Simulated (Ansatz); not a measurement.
# Au (Im-3m) in Ansatz: notebook, part 2 of 2

Ansatz 0.2.0.

**5. Relaxation of cell and atoms, r2SCAN, target pressure 10 GPa, at which the enthalpy is minimised**

The input, input.yaml:

```yaml
crystal:
  lattice:
    - [-1.657269, 1.657269, 1.657269]
    - [1.657269, -1.657269, 1.657269]
    - [1.657269, 1.657269, -1.657269]
  atoms:
    - { symbol: Au, position: [0.0, 0.0, 0.0] }
hamiltonian:
  xc: r2scan
  pseudopotentials: { kind: paw }
kpoints:
  mp_grid: { grid: [11, 11, 11] }
scf:
  occupations: { method: fermi_dirac, width: 0.05 }
output:
  forces: true
  stress: true
  eigenvalues: true
relax:
  f_tol: 0.01
  max_steps: 40
  cell: { stress_tol: 0.05, p_target: 10.0 }
```

Potentials or basis: Ansatz PAW.

Started as:

```sh
> ansatz run input.yaml --threads 2 --pin off --max-ram 5632MiB --backend cpu --events-out ev --progress --plain --runs-dir out
```

The log of the run:

```text
Warning: RAYON_NUM_THREADS=2 ignored (pool sized by the plan → 2); use --threads N
Engine: ansatz 0.2.0, x86_64-unknown-linux-gnu
Pseudopotentials: kind: paw
Pseudopotential: Au, paw, valence charge 19, recommended cutoff 500 eV (meta_gga), Au.paw.azcp
Functional definition: r2SCAN
  parameter k0 = 0.174
  parameter k1 = 0.065
  parameter a1 = 4.9479
  exchange = r2scan_x(k0 = k0, k1 = k1, a1 = a1)
  correlation = r2scan_c
Crystal: 1 atoms, lattice volume = 18.207 Å³
Basis set: ecut = 500 eV, 459 PW (Γ), exchange–correlation on 96×96×96 points (64 copies of the dense FFT grid, shifted against one another)
Bands: 14, of which v1, the nominal top of the filled ones, is band 10 counted from 1 (9 counted from 0)
Symmetry: 48 space group operations
Space group: Im-3m (ITA 229), of the structure as read, at distance tolerance 2.6e-5 Å
k-points: 56 of 1331
Non-local potential: Au, projectors of the file, l = 0: 3, l = 1: 2, l = 2: 2, l = 3: 1
PAW form: soft (Blöchl's): semilocal exchange-correlation on the pseudo side does not see the compensation charge
PAW frozen core: Au, regenerated for the run's functional (the file was generated under x = pbe(κ = 0.804, μ = 0.2195149727645171), c = pbe(β = 0.06672455060314922))
PAW one-centre angular grid: Au, 590 points (default); XC on 160 Gauss nodes
Initial density: superposition of atomic densities (neutral atoms: chi_scale 0, normalization atom), corrected by the library's trained network
Initial wavefunctions: pseudopotential atomic-orbital guess
Functional: x = r2scan, c = r2scan; τ floored in thin density (d = 2e-4 eV/Å³)
SCF iter   1: F=—  HF=-13163.487450 eV  |F-HF|=—  |Δ(HF+E_count)|=         —  Δρ=1.58e-2  dr2=4.83e-2  dr2_τ=3.35e-3  ethr=1.77e-3  ⟨swp⟩=5.3  Hψ=4128  notcnv=0
preconditioner: auto → Kerker (q_TF=auto, 2.748 Å⁻¹)  [metal: Δε(μ)=0.048 eV  Ē_g=16.459 eV  σ=0.050 eV  W_gap=0.23  n_scr=12 (ndim 8)  ℏωp=28.9 eV  f_vac=0.000  D(μ)=0.71/eV (n_scr^D=0)]
SCF iter   2: F=—  HF=-13163.476700 eV  |F-HF|=—  |Δ(HF+E_count)|=   1.08e-2  Δρ=6.16e-3  dr2=6.73e-3  dr2_τ=1.25e-3  ethr=2.54e-4  ⟨swp⟩=2.0  Hψ=1461  notcnv=0  defer=20
SCF iter   3: F=—  HF=-13163.477337 eV  |F-HF|=—  |Δ(HF+E_count)|=   6.38e-4  Δρ=2.32e-3  dr2=7.91e-4  dr2_τ=3.22e-5  ethr=3.54e-5  ⟨swp⟩=2.3  Hψ=1212  notcnv=0  defer=20
SCF iter   4: F=—  HF=-13163.477635 eV  |F-HF|=—  |Δ(HF+E_count)|=   2.98e-4  Δρ=6.78e-4  dr2=5.18e-5  dr2_τ=5.25e-6  ethr=4.16e-6  ⟨swp⟩=2.1  Hψ=1245  notcnv=0  defer=20
SCF iter   5: F=—  HF=-13163.477653 eV  |F-HF|=—  |Δ(HF+E_count)|=   1.87e-5  Δρ=1.71e-4  dr2=6.21e-6  dr2_τ=3.04e-7  ethr=2.72e-7  ⟨swp⟩=2.0  Hψ=1096  notcnv=0  defer=20
SCF iter   6: F=—  HF=-13163.477655 eV  |F-HF|=—  |Δ(HF+E_count)|=   1.09e-6  Δρ=3.41e-5  dr2=2.17e-7  dr2_τ=4.48e-9  ethr=3.27e-8  ⟨swp⟩=2.0  Hψ=1061  notcnv=0  defer=20
SCF iter   7: F=-13163.477655 eV  HF=-13163.477655 eV  |F-HF|=1.34e-9  |Δ(HF+E_count)|=   1.07e-8  Δρ=2.48e-6  dr2=5.61e-10  dr2_τ=2.77e-10  ethr=5.26e-10  ⟨swp⟩=6.1  Hψ=3394  notcnv=0
SCF 1 converged in 7 iterations: F = -13163.477655 eV  dr2 = 5.61e-10
relax step   1: F+E_penalty+E_count = -13163.47765461 eV  Δ(F+E_penalty+E_count) = +0.000e0 eV  max|allowed force component| = 0.000e0 eV/Å  Δτ_max = 0.0000 Å  P = -4.147 GPa  Ω = 18.207 Å³  (7 SCF iters, dr2 threshold 1.00e-7 eV, accepted)
Crystal: 1 atoms, lattice volume = 15.672 Å³
Basis set: ecut = 500 eV, 381 PW (Γ), exchange–correlation on 96×96×96 points (64 copies of the dense FFT grid, shifted against one another)
Initial density: handed on by an earlier stage of this run
Initial wavefunctions: those handed on with the density
iter 1 solved again at ethr=1.35e-4 eV; its pass at ethr=3.10e-3 eV (dr2=2.57e-2 eV) is discarded
[... 37 lines left out ...]
preconditioner: auto → Kerker (q_TF=auto, 2.788 Å⁻¹)  [metal: Δε(μ)=0.015 eV  Ē_g=17.256 eV  σ=0.050 eV  W_gap=0.07  n_scr=12 (ndim 8)  ℏωp=30.2 eV  f_vac=0.000  D(μ)=0.82/eV (n_scr^D=12)]
SCF iter   2: F=—  HF=-13163.456725 eV  |F-HF|=—  |Δ(HF+E_count)|=   4.99e-6  Δρ=1.50e-5  dr2=1.56e-8  dr2_τ=3.04e-8  ethr=3.28e-9  ⟨swp⟩=2.3  Hψ=1159  notcnv=0
SCF iter   3: F=-13163.456725 eV  HF=-13163.456725 eV  |F-HF|=5.77e-9  |Δ(HF+E_count)|=   2.10e-8  Δρ=8.79e-6  dr2=6.21e-9  dr2_τ=7.22e-10  ethr=7.98e-11  ⟨swp⟩=3.9  Hψ=2222  notcnv=0
SCF 5 converged in 3 iterations: F = -13163.456725 eV  dr2 = 6.21e-9
relax step   5: F+E_penalty+E_count = -13163.45672477 eV  Δ(F+E_penalty+E_count) = +3.954e-4 eV  max|allowed force component| = 0.000e0 eV/Å  Δτ_max = 0.0000 Å  P = +10.000 GPa  Ω = 16.678 Å³  energy of the carried Pulay correction = +7.171e-4 eV  (3 SCF iters, dr2 threshold 1.52e-8 eV, accepted)
Initial wavefunctions: pseudopotential atomic-orbital guess (no wavefunctions were taken with the density)
iter 1 solved again at ethr=5.38e-9 eV; its pass at ethr=3.10e-3 eV (dr2=1.02e-6 eV) is discarded
SCF iter   1: F=—  HF=-13163.456138 eV  |F-HF|=—  |Δ(HF+E_count)|=         —  Δρ=2.10e-4  dr2=7.69e-7  dr2_τ=6.92e-6  ethr=5.38e-9  ⟨swp⟩=3.8  Hψ=6517  notcnv=0
preconditioner: auto → Kerker (q_TF=auto, 2.788 Å⁻¹)  [metal: Δε(μ)=0.014 eV  Ē_g=17.256 eV  σ=0.050 eV  W_gap=0.07  n_scr=12 (ndim 8)  ℏωp=30.2 eV  f_vac=0.000  D(μ)=0.82/eV (n_scr^D=12)]
SCF iter   2: F=—  HF=-13163.456140 eV  |F-HF|=—  |Δ(HF+E_count)|=   1.78e-6  Δρ=1.11e-4  dr2=2.13e-7  dr2_τ=3.79e-7  ethr=4.05e-9  ⟨swp⟩=2.3  Hψ=1172  notcnv=0
SCF iter   3: F=—  HF=-13163.456141 eV  |F-HF|=—  |Δ(HF+E_count)|=   5.74e-7  Δρ=5.99e-6  dr2=7.24e-10  dr2_τ=2.20e-9  ethr=1.12e-9  ⟨swp⟩=2.0  Hψ=1227  notcnv=0
SCF iter   4: F=—  HF=-13163.456141 eV  |F-HF|=—  |Δ(HF+E_count)|=   7.86e-9  Δρ=5.85e-7  dr2=6.99e-12  dr2_τ=1.25e-11  ethr=1.00e-12  ⟨swp⟩=4.5  Hψ=4020  notcnv=0
SCF iter   5: F=-13163.456141 eV  HF=-13163.456141 eV  |F-HF|=5.46e-12  |Δ(HF+E_count)|=  1.18e-10  Δρ=1.03e-7  dr2=5.44e-13  dr2_τ=1.31e-13  ethr=1.00e-12  ⟨swp⟩=5.0  Hψ=2900  notcnv=0
SCF 6 converged in 5 iterations: F = -13163.456141 eV  dr2 = 5.44e-13
relax step   6: F+E_penalty+E_count = -13163.45614064 eV  Δ(F+E_penalty+E_count) = +5.841e-4 eV  max|allowed force component| = 0.000e0 eV/Å  Δτ_max = 0.0000 Å  P = +9.973 GPa  Ω = 16.678 Å³  stress off target by 2.74e-2 GPa  SCF on the basis re-selected at this cell (its energy is not comparable with the rows above)  (5 SCF iters)
basis re-selected at this cell: Δ(F+E_penalty+E_count) = +5.841e-4 eV, ΔP = -0.027 GPa vs the last step (what re-selecting the basis moved, of the pressure what is left beyond the Pulay correction that the steps carried, after the strain that the cell walked since its last selection, with what the two solves' SCF thresholds leave and, on support functions, any second-order correction that the steps lacked; it is no measure of the basis error at this ecutwfc). This SCF's stress stands 2.74e-2 GPa from its target on what of the cell is left free (relax.cell.stress_tol is 5.00e-2 GPa) and its largest allowed force component is 0.00e0 eV/Å (relax.f_tol is 1.00e-2 eV/Å): within both
SCF converged after 5 iterations
Free energy (F): -13163.456141 eV
Harris-Foulkes:  -13163.456141 eV  (|F-HF|=5.46e-12)
Internal energy: -13163.450299 eV  (E = F + TS)
E sigma→0 (E₀):  -13163.453220 eV
Entropy (-TS):   -0.005842 eV (-5.842 meV/atom)
Fermi energy:    20.985546 eV
--- Per-component energies (eV) ---
  E_band       = -216.703310
  E_kinetic    = 606.576749
  E_local      = -1677.518734  (includes V_loc(G=0)·N_el)
  E_nonlocal   = 75.779874
  E_hartree    = 720.156868
  E_xc         = -218.591067
  E_vxc        = -307.445213  (∫ρ·V_xc dr)
  E_paw        = -9731.271705  (= ΣΔE_a)
  E_vpaw       = -375.354109  (= ΣTr[D̂ρ^β])
  E_aug_tail   = 0.000768  (compensation charges beyond the density's cutoff)
  E_vtau       = 20.943635  (kinetic-family band-sum trace: ∫τ·v_τ [+ j·A + Jᵃ·Aᵃ] dr)
  E_ewald      = -2938.406728
  E_core_change = -0.176324  (= ΣΔE_core)
  E_smearing   = -0.005842  (= −TS)
  E_closure    = -0.000000  (closes the sum)
  Σ components = -13163.456141   (vs F -13163.456141, Δ=0.00e0)
--- Forces (eV/Å), atoms counted from 1 ---
  atom   1  Au     0.00000000     0.00000000    -0.00000000
  max |Σ_I F_I| component: 2.10e-30 eV/Å
--- Stress (GPa, compression-positive) ---
        9.972619      -0.000000      -0.000000
       -0.000000       9.972619      -0.000000
        0.000000      -0.000000       9.972619
  P = ⅓ Tr σ = 9.9726 GPa (99.726 kbar)
--- Band table (eV; the first three rows and the last of 56) ---
  k-point 0: bands = ["-86.6456", "-37.3954", "-37.3954", "-37.3954", "10.7885", "15.8203", "15.8203", "15.8203", "17.8731", "17.8731", "38.3290", "38.3290", "38.3290", "46.7807"]
  k-point 1: bands = ["-86.6443", "-37.4167", "-37.4031", "-37.3951", "11.1102", "15.7181", "15.8300", "16.0516", "17.7550", "17.8803", "38.2853", "38.3917", "38.7434", "44.1634"]
  k-point 2: bands = ["-86.6408", "-37.4736", "-37.4237", "-37.3944", "11.9878", "15.4538", "15.8620", "16.7114", "17.5634", "17.9069", "36.7398", "37.8966", "39.8983", "42.2462"]
  k-point 55: bands = ["-86.6161", "-37.5964", "-37.5936", "-37.5936", "13.8211", "13.8511", "18.9495", "18.9495", "19.0724", "26.6199", "28.1883", "28.1883", "32.5323", "38.0166"]
--- Relaxed structure (5 steps of the walk, 5 accepted, 1 SCFs on fresh bases) ---
  F+E_penalty+E_count = -13163.45614064 eV   max|allowed force component| = 0.000e0 eV/Å   (the final SCF, on the basis selected at the relaxed cell)
  cell:  # Å, volume = 16.6783 Å³
    - [-1.6095223668203271, 1.6095223668203271, 1.6095223668203271]
    - [1.6095223668203271, -1.6095223668203271, 1.6095223668203271]
    - [1.6095223668203271, 1.6095223668203271, -1.6095223668203271]
  atoms:
    - { symbol: Au, position: [0.0, 0.0, 0.0] }
```

Run time: 9.3 s. Hardware: 2 threads of Intel Xeon at 2.70GHz, shared host; peak memory 0.38 GiB.

What came out:

```yaml
Free_energy: -13163.4561 eV
Relaxed_volume: 16.68 Å³/atom
Relaxed_cell: a = 2.788 Å, b = 2.788 Å, c = 2.788 Å, α = 109.47°, β = 109.47°, γ = 109.47°
Space_group_after_relaxing_to_0.05_Å: Im-3m (No. 229)
Energy_change_on_relaxing_the_enthalpy_is_what_falls: +21.5 meV/atom
Ionic_steps: 6
Pressure_after_relaxing: 10.0 GPa
Band_gap_on_the_k_mesh: none (metal or under the smearing width)
```

The path:
| step | energy change (eV) | largest force (eV/Å) | volume (Å³) |
| --- | --- | --- | --- |
| 1 | 0.0000 | 0.0000 | 18.21 |
| 2 | 0.1272 | 0.0000 | 15.67 |
| 3 | 0.0099 | 0.0000 | 16.88 |
| 4 | 0.0205 | 0.0000 | 16.68 |
| 5 | 0.0209 | 0.0000 | 16.68 |
| 6 | 0.0215 | 0.0000 | 16.68 |

Final structure:
```yaml
crystal:
  lattice:
    - [-1.60952, 1.60952, 1.60952]
    - [1.60952, -1.60952, 1.60952]
    - [1.60952, 1.60952, -1.60952]
  atoms:
    - { symbol: Au, position: [0.00000, 0.00000, 0.00000] }
```

Caveat: the plane-wave basis is chosen anew once the cell has moved, so the energies of steps on either side of that aren't comparable; the PAW data sets come from PBE, with cores solved anew for the run's functional, which leaves a small shift of forces and pressure. Spin-orbit coupling is left out, which matters for the levels of Au.

**6. Summary**

| cell | target pressure (GPa) | gap on the mesh (eV) | pressure (GPa) |
| --- | --- | --- | --- |
| relaxed | 0 | none | 0.0 |
| relaxed to 2 GPa | 2 | none | 2.0 |
| relaxed to 5 GPa | 5 | none | 5.0 |
| relaxed to 10 GPa | 10 | none | 10.0 |

Alike in all rows: task relaxation of cell and atoms; level r2SCAN; potentials or basis Ansatz PAW; no spin polarisation; k mesh 11 × 11 × 11; cutoff (eV) 500; smearing fermi-dirac 0.05 eV.

Caveats: the plane-wave basis is chosen anew once the cell has moved, so the energies of steps on either side of that aren't comparable; the PAW data sets come from PBE, with cores solved anew for the run's functional, which leaves a small shift of forces and pressure.

Absolute energies hang on the potentials; compare differences alone.
